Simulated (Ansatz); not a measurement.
# Ir(111) / 3 layers Zn(0001) / Ir(111): resistance against film thickness, part 3 of 3

Wanted: interface resistance and thickness dependence for Ir(111) / 3 layers Zn(0001) / Ir(111).

Ansatz 0.2.0; Ansatz plane-wave DFT, LDA, PAW files; ballistic transport by layer matching (Landauer), zero bias.

So far. Step 6 (With 10 layers, film layers 10): The conductance of the junction is 6.6e14 S/m², 1.1 % over the 6.5e14 S/m² of the last finished run, within the error estimates, leads' steps apart, of 5.8 and 5.8 %. The estimate from the leads' steps, 13 %, is larger still.

**8. With 5 layers**

The run is repeated with changed settings as a check of sensitivity.

This step: Ansatz plane-wave DFT, LDA, PAW files; ballistic transport by layer matching (Landauer), zero bias; changed: hamiltonian.hubbard = {"sites": [{"species": "Ir", "l": "d", "u_eff": 2.0}], "double_counting": "fll"} (Ansatz 0.2.0).

System of this step: Ir(111) / 5 layers Zn(0001) / Ir(111). The cell holds 13 atoms: 8 Ir and 5 Zn. Its edges and angles: a = 2.715 Å, b = 2.715 Å, c = 29.648 Å, α = 90.0°, β = 90.0°, γ = 120.0°. It derives from Ir and Zn. Regions: lead, 8 atoms (8 Ir); films, 5 atoms (5 Zn). The structure is stacked along c, and the current runs across the ab planes.

The input, input.yaml:

```yaml
crystal:
  lattice:
    - [2.7148657757, 0.0, 0.0]
    - [-1.3574328878, 2.3511427296, 0.0]
    - [0.0, 0.0, 29.648265712]
  atoms:
    - { symbol: Ir, position: [0.0, 0.0, 0.0373829391] }
    - { symbol: Ir, position: [0.3333333333, 0.6666666667, 0.1121488173] }
    - { symbol: Ir, position: [0.6666666667, 0.3333333333, 0.1869146955] }
    - { symbol: Ir, position: [0.0, 0.0, 0.2616805738] }
    - { symbol: Zn, position: [0.3333333333, 0.6666666667, 0.3392508103] }
    - { symbol: Zn, position: [0.6666666667, 0.3333333333, 0.4196254051] }
    - { symbol: Zn, position: [0.3333333333, 0.6666666667, 0.5] }
    - { symbol: Zn, position: [0.6666666667, 0.3333333333, 0.5803745949] }
    - { symbol: Zn, position: [0.3333333333, 0.6666666667, 0.6607491897] }
    - { symbol: Ir, position: [0.6666666667, 0.3333333333, 0.7383194262] }
    - { symbol: Ir, position: [0.0, 0.0, 0.8130853045] }
    - { symbol: Ir, position: [0.3333333333, 0.6666666667, 0.8878511827] }
    - { symbol: Ir, position: [0.6666666667, 0.3333333333, 0.9626170609] }
kpoints:
  mp_grid: { grid: [16, 16, 1] }
hamiltonian:
  xc: lda
  hubbard: { sites: [{ species: Ir, l: d, u_eff: 2.0 }], double_counting: fll }
scf:
  occupations: { method: fermi_dirac, width: 0.1 }
output:
  transmission:
    leads: [[0, 1]]
    kmesh: [30, 30]
    e_range: [-0.27, 0.27]
    de: 0.036
  write_potential: true
  write_density: true
  volumetric_format: npy
```

On the command line:

```bash
ansatz run input.yaml --threads 4 --pin off --max-ram 8192MiB --backend cpu --events-out ev --progress --plain --runs-dir out
```

Numbers of over 12 decimals in the logs are rounded to 6 here.

Output:

```text
Ir: projections on atomic orbitals take those of the free atom [Kr 4d10 4f14] 5s2 5p6 5d7 6s2, of charge +0.00 (hamiltonian.pseudopotentials.projection_atoms); the dataset's partial waves leave at most 8.4e-5 of an orbital's norm unspanned inside its sphere
Zn: projections on atomic orbitals take those of the free atom [Ar] 3d10 4s2, of charge +0.00 (hamiltonian.pseudopotentials.projection_atoms); the dataset's partial waves leave at most 6.8e-7 of an orbital's norm unspanned inside its sphere
Engine: ansatz 0.2.0, aarch64-unknown-linux-gnu
Pseudopotentials: kind: paw
Pseudopotential: Ir, paw, valence charge 17, recommended cutoff 420 eV (normal), Ir.paw.azcp
Pseudopotential: Zn, paw, valence charge 12, recommended cutoff 420 eV (normal), Zn.paw.azcp
Functional definition: SPW92
  exchange = slater_x
  correlation = pw_c
Crystal: 13 atoms, lattice volume = 189.246 Å³
Basis set: ecut = 420 eV, 3717 PW (Γ)
Bands: 118, of which v1, the nominal top of the filled ones, is band 98 counted from 1 (97 counted from 0)
Symmetry: 6 space group operations
Space group: P3m1 (ITA 156), of the structure as read, at distance tolerance 5.7e-5 Å
k-points: 30 of 256 (time reversal used)
Non-local potential: Ir, projectors of the file, l = 0: 3, l = 1: 2, l = 2: 2, l = 3: 1
Non-local potential: Zn, projectors of the file, l = 0: 2, l = 1: 2, l = 2: 3, l = 3: 1
PAW form: soft (Blöchl's): semilocal exchange-correlation on the pseudo side does not see the compensation charge
PAW frozen core: Ir, regenerated for the run's functional, and the local potential with it (the file was generated under x = pbe(κ = 0.804, μ = 0.219515), c = pbe(β = 0.066725))
PAW frozen core: Zn, regenerated for the run's functional, and the local potential with it (the file was generated under x = pbe(κ = 0.804, μ = 0.219515), c = pbe(β = 0.066725))
PAW one-centre angular grid: Ir, 590 points (default); XC on 64 Gauss nodes
PAW one-centre angular grid: Zn, 590 points (default); XC on 64 Gauss nodes
Initial density: superposition of atomic densities (chi_scale 0.1, normalization cell, long waves of neutral atoms (reshape's long-wave potential 38.52 eV rms, cloud 2.63 Å wide))
Initial wavefunctions: pseudopotential atomic-orbital guess
Functional: x = slater, c = lda
SCF iter   1: F=—  HF=-109526.800146 eV  |F-HF|=—  |Δ(HF+E_count)|=         —  Δρ=5.67e-2  dr2=1.79e2  ethr=3.10e-3  ⟨swp⟩=5.4  Hψ=11790  notcnv=0  defer=23
preconditioner: auto → Kerker (q_TF=auto, 2.744 Å⁻¹)  [metal: Δε(μ)=0.006 eV  Ē_g=8.892 eV  σ=0.100 eV  W_gap=0.02  n_scr=54 (ndim 8)  ℏωp=31.0 eV  f_vac=0.000  D(μ)=9.13/eV (n_scr^D=92)]
SCF iter   2: F=—  HF=-109525.966733 eV  |F-HF|=—  |Δ(HF+E_count)|=   8.33e-1  Δρ=3.49e-2  dr2=3.45e1  ethr=3.10e-3  ⟨swp⟩=2.0  Hψ=4596  notcnv=0  defer=123
[...]
SCF iter   9: F=—  HF=-109525.129612 eV  |F-HF|=—  |Δ(HF+E_count)|=   4.12e-4  Δρ=3.42e-4  dr2=7.28e-3  ethr=4.01e-6  ⟨swp⟩=2.0  Hψ=4043  notcnv=0  defer=109
SCF iter  10: F=—  HF=-109525.129558 eV  |F-HF|=—  |Δ(HF+E_count)|=   5.38e-5  Δρ=2.40e-4  dr2=1.36e-3  ethr=3.71e-6  ⟨swp⟩=1.0  Hψ=3444  notcnv=0  defer=109
SCF iter  11: F=—  HF=-109525.129534 eV  |F-HF|=—  |Δ(HF+E_count)|=   2.38e-5  Δρ=1.25e-4  dr2=2.73e-4  ethr=6.95e-7  ⟨swp⟩=1.0  Hψ=3423  notcnv=0  defer=109
SCF iter  12: F=—  HF=-109525.129516 eV  |F-HF|=—  |Δ(HF+E_count)|=   1.79e-5  Δρ=5.27e-5  dr2=9.79e-5  ethr=1.39e-7  ⟨swp⟩=1.0  Hψ=3423  notcnv=0  defer=109
SCF iter  13: F=—  HF=-109525.129383 eV  |F-HF|=—  |Δ(HF+E_count)|=   1.33e-4  Δρ=2.12e-5  dr2=1.05e-5  ethr=5.00e-8  ⟨swp⟩=1.0  Hψ=3438  notcnv=0  defer=109
SCF iter  14: F=—  HF=-109525.129382 eV  |F-HF|=—  |Δ(HF+E_count)|=   5.87e-7  Δρ=1.19e-5  dr2=3.63e-6  ethr=5.36e-9  ⟨swp⟩=1.0  Hψ=3424  notcnv=0  defer=109
SCF iter  15: F=—  HF=-109525.129382 eV  |F-HF|=—  |Δ(HF+E_count)|=   6.41e-8  Δρ=1.01e-5  dr2=1.80e-6  ethr=1.85e-9  ⟨swp⟩=1.6  Hψ=3480  notcnv=0  defer=109
SCF iter  16: F=-109525.129382 eV  HF=-109525.129382 eV  |F-HF|=3.57e-8  |Δ(HF+E_count)|=   6.50e-8  Δρ=1.81e-6  dr2=4.02e-8  ethr=5.10e-11  ⟨swp⟩=9.3  Hψ=11966  notcnv=0
SCF 1 converged in 16 iterations: F = -109525.129382 eV  dr2 = 4.02e-8
[...]
SCF converged after 16 iterations
Free energy (F): -109525.129382 eV
Harris-Foulkes:  -109525.129382 eV  (|F-HF|=3.57e-8)
Internal energy: -109524.837671 eV  (E = F + TS)
E sigma→0 (E₀):  -109524.983526 eV
Entropy (-TS):   -0.291711 eV (-22.439 meV/atom)
Fermi energy:    19.168347 eV
--- Per-component energies (eV) ---
  E_band       = -782.805377
  E_kinetic    = 5653.316512
  E_local      = -41090.457049  (includes V_loc(G=0)·N_el)
  E_nonlocal   = 3709.640564
  E_hartree    = 18765.092361
  E_xc         = -2811.994681
  E_vxc        = -2670.385702  (∫ρ·V_xc dr)
  E_hubbard    = 12.894006  (on-site DFT+U / exact-exchange correction)
  E_vhub       = -37.693682  (the Hubbard potential's part of the band-sum identity)
  E_paw        = -80396.494467  (= ΣΔE_a)
  E_vpaw       = -3877.442514  (= ΣTr[D̂ρ^β])
  E_aug_tail   = -0.001475  (compensation charges beyond the density's cutoff)
  E_ewald      = -13377.911966
  E_core_change = 11.078524  (= ΣΔE_core)
  E_smearing   = -0.291711  (= −TS)
  E_closure    = 0.000000  (closes the sum)
  Σ components = -109525.129382   (vs F -109525.129382, Δ=0.00e0)
--- Band table (eV; the first three rows and the last of 30) ---
  k-point 0: bands = [... 94 lower, 17.7590, 17.7876, 17.7876, 17.8604, 17.8604, 18.0620, 18.0908, 18.0908, ... 16 higher]
  k-point 1: bands = [... 94 lower, 17.4721, 17.5245, 17.7216, 17.7478, 17.9153, 17.9505, 18.1369, 18.2068, ... 16 higher]
  k-point 2: bands = [... 94 lower, 17.1158, 17.1832, 17.4569, 17.5781, 17.8324, 17.9447, 18.2177, 18.4277, ... 16 higher]
  k-point 29: bands = [... 94 lower, 19.3980, 19.4792, 19.6123, 19.6634, 19.7054, 19.8222, 19.9495, 20.0814, ... 16 higher]
Occupation matrices written to <dir>
Error: transmission: the Hubbard projectors reach 11.9 Å along the current, further than the layers of crystal 0 that repeat its middle period. If it is a lead, lay that much of it and a period more on either side. If it is a film or a barrier, name the leads in `output.transmission.leads`
```

Run time: 32 s. Hardware: 4 threads of Arm Neoverse V1, shared host; peak memory 1.1 GiB.

The run ended with an error after its SCF cycle had converged; no result of it is taken.

The program's message: “Error: transmission: the Hubbard projectors reach 11.9 Å along the current, further than the layers of crystal 0 that repeat its middle period. If it is a lead, lay that much of it and a period more o …”

**9. What came out**

| Item | Value |
| --- | --- |
| area resistance, 3 layers | 0.740 fΩ m² |
| area resistance, 5 layers | 0.808 fΩ m² |
| area resistance, 6 layers | 0.908 fΩ m² |
| area resistance, 8 layers | 1.02 fΩ m² |
| area resistance, 10 layers | 1.00 fΩ m² |

What this shows: The stack adds 0.74 fΩ m² with 3 layers and 1.0 fΩ m² with 10. From 5 to 10 layers it grows by 24 %, though no single step exceeds the two runs' error estimates together; nothing scatters inside a perfect film, so this is no ohmic growth. With an hcp and an fcc partner, odd and even counts of layers end in unlike stacking at the second interface, which mixes with the effect of thickness. Atoms sit on ideal sites and aren't relaxed. Spin-orbit coupling is left out, which matters for Ir. The program's estimate of the error from the leads' steps alone runs to 30 %, although the steps are small; only longer leads would test it. Zn(0001) is stretched by 1.9 % in plane to fit Ir(111), at its own atomic volume.

[Logs are printed without paths, hosts, clocks, repeated set-up lines and the standing remarks that a program may print on its own settings, such as how far it seeks lower states.]

[Hosts, paths, dates, database ids (printed as entryN), source tags and the programs' standing remarks are cut or masked in the printed files.]
